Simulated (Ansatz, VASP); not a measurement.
**One calculation of Cr, two programs**

```
Cr
1.0
    -1.43415    1.43415    1.43415
     1.43415   -1.43415    1.43415
     1.43415    1.43415   -1.43415
Cr
1
Direct
  0.00000 0.00000 0.00000
```

Alike in both runs: task single point; functional RPBE; k mesh 15 × 15 × 15; occupations fermi-dirac, width 0.1 eV; non-collinear spin, spin-orbit coupling.

|  | VASP | Ansatz |
| --- | --- | --- |
| version | VASP 6.6.1 | Ansatz 0.2.0 |
| potentials or method | VASP PAW PBE potentials, release 64 (Cr_pv) | plane waves (420 eV) with PAW, fully relativistic with spin-orbit coupling |
| plane-wave cutoff (eV) | 520 | 420 |
| valence electrons in the cell | 12 | 14 |

```csv
,VASP,Ansatz,Ansatz less VASP
net moment per atom (μB),0.00,0.00,0.000
```

The two sets of potentials don't hold the same shells in valence.
